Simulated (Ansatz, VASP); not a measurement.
**One calculation of KI, two programs**

INCAR

```
SYSTEM = KI
ALGO = Normal ; EDIFF = 1E-6
ENCUT = 520 ; GGA = PE
ISIF = 2 ; ISMEAR = -1
LASPH = .TRUE. ; LCHARG = .TRUE.
LELF = .TRUE. ; LREAL = .FALSE.
LVHAR = .TRUE. ; LWAVE = .FALSE.
NBANDS = 15 ; NELM = 60
PREC = Accurate ; SIGMA = 0.02
```

Contents of KPOINTS:

```
k-points
0
G
  6 6 6
  0 0 0
```

The input POSCAR:

```
KI
1.0
    0.0000000000      3.4368924838      3.5442842980
    3.4368924838      0.0000000000      3.5442842980
    3.4368924838      3.4368924838      0.0000000000
K I
1 1
Direct
    0.0000000000      0.0000000000      0.0000000000
    0.5000000000      0.5000000000      0.5000000000
```

Input for Ansatz:

```yaml
crystal:
  lattice:
    - [0.0, 3.4368924838, 3.544284298]
    - [3.4368924838, 0.0, 3.544284298]
    - [3.4368924838, 3.4368924838, 0.0]
  atoms:
    - { symbol: K, position: [0.0, 0.0, 0.0] }
    - { symbol: I, position: [0.5, 0.5, 0.5] }
kpoints:
  mp_grid: { grid: [6, 6, 6] }
  band_path:
    path:
      - [0.0, 0.0, 0.0]
      - [0.5, 0.0, 0.5]
      - [0.625, 0.25, 0.625]
      - [0.375, 0.375, 0.75]
      - [0.5, 0.5, 0.5]
      - [0.5, 0.25, 0.75]
    npoints: 1
hamiltonian:
  xc: pbe
scf:
  occupations: { method: fermi_dirac, width: 0.02 }
  n_extra_bands: 4
output:
  forces: true
  stress: true
  eigenvalues: true
```

Change from the starting cell: biaxial_xy strain -3.0%.

Alike in both runs: task single point; functional PBE; k mesh 6 × 6 × 6; occupations fermi-dirac, width 0.02 eV; no spin polarisation.

|  | VASP | Ansatz |
| --- | --- | --- |
| version | VASP 6.6.1 | Ansatz 0.2.0 |
| potentials or method | VASP PAW PBE potentials, release 64 (K_sv, I) | plane waves, PAW |
| plane-wave cutoff (eV) | 520 | 420 |
| valence electrons in the cell | 16 | 26 |

VASP gave:

```
gap on the k mesh at the Fermi level (eV)       : 4.08
pressure (GPa)                                  : 1.5
largest component of the traceless stress (GPa) : 0.68
```

**Question.** Which values does Ansatz return?

**Answer.** gap on the k mesh at the Fermi level (eV): 4.08; pressure (GPa): 1.4; largest component of the traceless stress (GPa): 0.67.

With one functional, cell and mesh, what is left measures potentials, basis and numerics. The two sets of potentials don't hold the same shells in valence.

Caveats: spin-orbit coupling is left out, which moves the levels of the heavy elements.
